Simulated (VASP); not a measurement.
# SnTe in VASP: settings compared

The runs below take SnTe through single point, relaxation of cell and atoms, with PBEsol, r2SCAN+D3(BJ), B3LYP, PBE, BLYP+D3(BJ).

Everything below comes from runs of VASP 6.6.1. Logs are shortened: lines on timing, memory, paths and dates and some standing lists are left out, and cuts for length are marked.

**Measured values to compare with.**

From a printed reference work, textbook, for a bulk crystal of SnTe at 300 K: band gap 0.18 eV (direct).

How close the calculation comes is told below.

## (1) The cell of the first run

It takes space group Fm-3m (No. 225, cubic). The conventional cell has a = 6.285 Å, b = 6.285 Å, c = 6.285 Å, α = 90.00°, β = 90.00°, γ = 90.00°. Te (site symmetry m-3m) has 6 Sn at 3.14 Å within 4.1 Å. Within 4.1 Å of Sn (site symmetry m-3m) lie 6 Te at 3.14 Å.

## (2) Single point, PBEsol

INCAR reads:

```
PREC = Accurate
ENCUT = 520
EDIFF = 1E-6
ISMEAR = -1
SIGMA = 0.05
LREAL = False
LASPH = True
NELM = 100
ALGO = Normal
ISIF = 2
LWAVE = False
LCHARG = False
GGA = PS
NBANDS = 17
```

KPOINTS reads:

```
regular mesh
0
Gamma
  7 7 7
```

POSCAR reads:

```
SnTe
1.0
    0.0000000000      3.1424618212      3.1424618212
    3.1424618212      0.0000000000      3.1424618212
    3.1424618212      3.1424618212      0.0000000000
Te Sn
1 1
Direct
    0.5000000000      0.5000000000      0.5000000000
    0.0000000000      0.0000000000      0.0000000000
```

Potentials or basis: VASP PAW PBE potentials, release 64 (Te, Sn_d).

Started as:

```console
$ cat potpaw_PBE.64/Te/POTCAR potpaw_PBE.64/Sn_d/POTCAR > POTCAR
$ mpirun -np 1 vasp_std > vasp.out
```

OUTCAR:

```text
PREC = Accurate
   ENCUT = 520
   EDIFF = 1E-6
   ISMEAR = -1
   LREAL = False
   LASPH = True
   NELM = 100
   ISIF = 2
   GGA = PS

 ion  position               nearest neighbor table
   1  0.500  0.500  0.500-   2 3.14   2 3.14   2 3.14   2 3.14   2 3.14   2 3.14
   2  0.000  0.000  0.000-   1 3.14   1 3.14   1 3.14   1 3.14   1 3.14   1 3.14

  LATTYP: Found a face centered cubic cell.
 ALAT       =     6.2849236424

  Lattice vectors:

 A1 = (   0.0000000000,   3.1424618212,   3.1424618212)
 A2 = (   3.1424618212,   0.0000000000,   3.1424618212)
 A3 = (   3.1424618212,   3.1424618212,   0.0000000000)

Analysis of symmetry for initial positions (statically):
[... 33 lines left out ...]
                                     Primitive cell

  volume of cell :      62.0640

  direct lattice vectors                    reciprocal lattice vectors
     0.000000000  3.142461821  3.142461821    -0.159110923  0.159110923  0.159110923
     3.142461821  0.000000000  3.142461821     0.159110923 -0.159110923  0.159110923
     3.142461821  3.142461821  0.000000000     0.159110923  0.159110923 -0.159110923

  length of vectors
     4.444112127  4.444112127  4.444112127     0.275588202  0.275588202  0.275588202

  position of ions in fractional coordinates (direct lattice)
     0.500000000  0.500000000  0.500000000
     0.000000000  0.000000000  0.000000000

  ion indices of the primitive-cell ions
   primitive index   ion index
                 1           1
                 2           2

----------------------------------------------------------------------------------------

 KPOINTS: regular mesh

Automatic generation of k-mesh.
 Grid dimensions read from file:
 generate k-points for:    7    7    7

 Generating k-lattice:

  Cartesian coordinates                     Fractional coordinates (reciprocal lattice)
    -0.022730132  0.022730132  0.022730132     0.142857143  0.000000000  0.000000000
     0.022730132 -0.022730132  0.022730132     0.000000000  0.142857143  0.000000000
     0.022730132  0.022730132 -0.022730132     0.000000000  0.000000000  0.142857143

  Length of vectors
     0.039369743  0.039369743  0.039369743

  Shift w.r.t. Gamma in fractional coordinates (k-lattice)
     0.000000000  0.000000000  0.000000000

 Subroutine IBZKPT returns following result:
 ===========================================

 Found     20 irreducible k-points:

 Following reciprocal coordinates:
            Coordinates               Weight
  0.000000  0.000000  0.000000      1.000000
  0.142857  0.000000  0.000000      8.000000
  0.285714  0.000000  0.000000      8.000000
  0.428571  0.000000  0.000000      8.000000
  0.142857  0.142857  0.000000      6.000000
  0.285714  0.142857  0.000000     24.000000
[... 12 lines left out ...]
 -0.428571  0.428571  0.142857     24.000000
 -0.285714  0.428571  0.142857     24.000000
   k-points           NKPTS =     20   k-points in BZ     NKDIM =     20   number of bands    NBANDS=     17
   number of dos      NEDOS =    301   number of ions     NIONS =      2
   total plane-waves  NPLWV =  46656
   dimension x,y,z NGX =    36 NGY =   36 NGZ =   36
   dimension x,y,z NGXF=    72 NGYF=   72 NGZF=   72
   ions per type =               1   1
   NGX,Y,Z   is equivalent  to a cutoff of  13.47, 13.47, 13.47 a.u.
   NGXF,Y,Z  is equivalent  to a cutoff of  26.93, 26.93, 26.93 a.u.
 SYSTEM =  unknown system
   PREC   = accura    normal or accurate (medium, high low for compatibility)
   ISTART =      0    job   : 0-new  1-cont  2-samecut
   ICHARG =      2    charge: 1-file 2-atom 10-const
   ISPIN  =      1    spin polarized calculation?
   LNONCOLLINEAR =      F non collinear calculations
   LSORBIT =      F    spin-orbit coupling
   LASPH  =      T    aspherical Exc in radial PAW
   ENCUT  =  520.0 eV  38.22 Ry    6.18 a.u.   8.26  8.26  8.26*2*pi/ulx,y,z
   NELM   =    100;   NELMIN=  2; NELMDL= -5     # of ELM steps
   EDIFF  = 0.1E-05   stopping-criterion for ELM
   LREAL  =      F    real-space projection
   EDIFFG = 0.1E-04   stopping-criterion for IOM
   NSW    =      0    number of steps for IOM
   IBRION =     -1    ionic relax: 0-MD 1-quasi-New 2-CG
   NFREE  =      0    steps in history (QN), initial steepest desc. (CG)
   ISIF   =      2    stress and relaxation
   ISYM   =      2    0-nonsym 1-usesym 2-fastsym
   POTIM  = 0.5000    time-step for ionic-motion
   TEBEG  =    0.0;   TEEND  =   0.0 temperature during run
   PSTRESS=    0.0 pullay stress
   NELECT =      20.0000    total number of electrons
   NUPDOWN=      -1.0000    fix difference up-down
   EMIN   =  10.00;   EMAX   =-10.00  energy-range for DOS
   EFERMI =   0.00;   METHOD = LEGACY
   ISMEAR =    -1;   SIGMA  =   0.05  broadening in eV -4-tet -1-fermi 0-gaus
   EFERMI_NEDOS =   21; number of points for ismear=-14 and -15
   IALGO  =     38    algorithm
   IMIX   =      4    mixing-type and parameters
     AMIX     =   0.40;   BMIX     =  1.00
     AMIX_MAG =   1.60;   BMIX_MAG =  1.00
  volume/ion in A,a.u.               =      31.03       209.41
  Fermi-wavevector in a.u.,A,eV,Ry     =   1.122375  2.120982 17.139621  1.259727
  Thomas-Fermi vector in A             =   2.259035
   LORBIT       =      0    0 simple, 1 ext, 2 COOP (PROOUT), +10 PAW based schemes
   GGA     = PS    functional components
   LHFCALC =     F    Hartree Fock is set to
   AEXX    =    0.0000 exact exchange contribution
   IVDW    =     0    specifies the selected vdW correction
   LEPSILON=     F    determine dielectric tensor
   LRPA    =     F    only Hartree local field effects (RPA)
 non-spin polarized calculation
  energy-cutoff  :      520.00
  volume of cell :       62.06
 maximum number of plane-waves:      1690
 NGX is ok and might be reduce to    36
   NGX = 17   NGY = 17   NGZ = 17

 number of electron      19.9999998 magnetization

 Free energy of the ion-electron system (eV)
  ---------------------------------------------------
  ext. energy  EPLUGINS =         0.00000000
  ---------------------------------------------------
  free energy    TOTEN  =        -8.34493460 eV

  energy without entropy =       -8.34486246  energy(sigma->0) =       -8.34489853

 E-fermi :   6.9452     XC(G=0):  -9.6908

 val. band max:        6.6259160162   @ k =   0.4286   0.0000   0.0000
 cond. band min:       7.2923182272   @ k =   0.4286   0.0000   0.0000
 fundamental gap:      0.6664022110
 Fermi energy:         6.9451832916

 k-point     1 :       0.0000    0.0000    0.0000
  band No.  band energies     occupation
      1     -14.8821      2.00000
      2     -14.8821      2.00000
      3     -14.8745      2.00000
      4     -14.8745      2.00000
      5     -14.8745      2.00000
      6      -5.9805      2.00000
[... 9 lines left out ...]
     16      11.6044      0.00000
     17      13.5688      0.00000

 k-point     2 :       0.1429    0.0000    0.0000
  band No.  band energies     occupation
      1     -14.8830      2.00000
      2     -14.8830      2.00000
      3     -14.8742      2.00000
      4     -14.8733      2.00000
      5     -14.8733      2.00000
      6      -5.8069      2.00000
[... 9 lines left out ...]
     16      12.0253      0.00000
     17      14.9662      0.00000

 k-point     3 :       0.2857    0.0000    0.0000
  band No.  band energies     occupation
      1     -14.8853      2.00000
      2     -14.8853      2.00000
      3     -14.8735      2.00000
      4     -14.8702      2.00000
      5     -14.8702      2.00000
      6      -5.3304      2.00000
[... 9 lines left out ...]
     16      13.1786      0.00000
     17      17.3921      0.00000

 k-point     4 :       0.4286    0.0000    0.0000
  band No.  band energies     occupation
      1     -14.8873      2.00000
      2     -14.8873      2.00000
      3     -14.8730      2.00000
      4     -14.8676      2.00000
      5     -14.8676      2.00000
      6      -4.7810      2.00000
[... 9 lines left out ...]
     16      14.9367      0.00000
     17      16.4201      0.00000

 k-point     5 :       0.1429    0.1429    0.0000
  band No.  band energies     occupation
      1     -14.8852      2.00000
      2     -14.8812      2.00000
      3     -14.8753      2.00000
      4     -14.8724      2.00000
      5     -14.8724      2.00000
      6      -5.7497      2.00000
[... 9 lines left out ...]
     16      12.7119      0.00000
     17      14.0030      0.00000

 k-point     6 :       0.2857    0.1429    0.0000
  band No.  band energies     occupation
      1     -14.8881      2.00000
      2     -14.8818      2.00000
      3     -14.8751      2.00000
      4     -14.8703      2.00000
      5     -14.8695      2.00000
      6      -5.3751      2.00000
[... 9 lines left out ...]
     16      13.8893      0.00000
     17      15.4729      0.00000
[... 201 lines left out ...]
 k-point    17 :       0.4286    0.2857    0.1429
  band No.  band energies     occupation
      1     -14.8910      2.00000
      2     -14.8822      2.00000
      3     -14.8747      2.00000
      4     -14.8679      2.00000
      5     -14.8677      2.00000
      6      -4.9605      2.00000
[... 9 lines left out ...]
     16      15.2443      0.00000
     17      16.0721      0.00000

 k-point    18 :      -0.4286    0.2857    0.1429
  band No.  band energies     occupation
      1     -14.8920      2.00000
      2     -14.8839      2.00000
      3     -14.8722      2.00000
      4     -14.8688      2.00000
      5     -14.8656      2.00000
      6      -4.5201      2.00000
[... 9 lines left out ...]
     16      15.6642      0.00000
     17      16.8983      0.00000

 k-point    19 :      -0.4286    0.4286    0.1429
  band No.  band energies     occupation
      1     -14.8968      2.00000
      2     -14.8802      2.00000
      3     -14.8756      2.00000
      4     -14.8662      2.00000
      5     -14.8636      2.00000
      6      -4.3999      2.00000
[... 9 lines left out ...]
     16      16.5454      0.00000
     17      17.4741      0.00000

 k-point    20 :      -0.2857    0.4286    0.1429
  band No.  band energies     occupation
      1     -14.8947      2.00000
      2     -14.8824      2.00000
      3     -14.8723      2.00000
      4     -14.8692      2.00000
      5     -14.8636      2.00000
      6      -4.3084      2.00000
[... 9 lines left out ...]
     16      16.6798      0.00000
     17      17.3445      0.00000

------------------------ aborting loop because EDIFF is reached ----------------------------------------

  FORCE on cell =-STRESS in cart. coord.  units (eV):
  Direction    XX          YY          ZZ          XY          YZ          ZX
  --------------------------------------------------------------------------------------
  -------------------------------------------------------------------------------------
  Total       -0.0118220     -0.0118220     -0.0118220      0.0000000     -0.0000000     -0.0000000
  in kB       -0.3051834     -0.3051834     -0.3051834      0.0000000     -0.0000000     -0.0000000
  external PRESSURE =      -0.3051834 kB  Pullay stress =       0.0000000 kB

 VOLUME and BASIS-vectors are now :
 -----------------------------------------------------------------------------
  energy-cutoff  :      520.00
  volume of cell :       62.06
      direct lattice vectors                 reciprocal lattice vectors
     0.000000000  3.142461821  3.142461821    -0.159110923  0.159110923  0.159110923
     3.142461821  0.000000000  3.142461821     0.159110923 -0.159110923  0.159110923
     3.142461821  3.142461821  0.000000000     0.159110923  0.159110923 -0.159110923

 POSITION                                       TOTAL-FORCE (eV/Angst)
 -----------------------------------------------------------------------------------
      3.14246      3.14246      3.14246        -0.000000      0.000000      0.000000
      0.00000      0.00000      0.00000         0.000000     -0.000000     -0.000000
 -----------------------------------------------------------------------------------
    total drift:                               -0.000000      0.000000      0.000000

  FREE ENERGIE OF THE ION-ELECTRON SYSTEM (eV)
  ---------------------------------------------------
  free  energy   TOTEN  =        -8.3449345960 eV

  energy  without entropy=       -8.3448624640  energy(sigma->0) =       -8.34489853
```

Wall time 38 s (1 thread of Intel Xeon 8259CL, shared host); peak memory 0.21 GiB.

What came out:

```
Free energy : -8.3449 eV
Pressure    : 0.0 GPa
```

Caveat: this odd mesh misses L, where the gap lies, so gap, dielectric constants and Born charges aren't listed; the PAW data sets were made with another functional, which shifts forces and pressure a little; spin-orbit coupling is left out, which moves the levels of the heavy elements.

(Continued in part 2 of 2.)
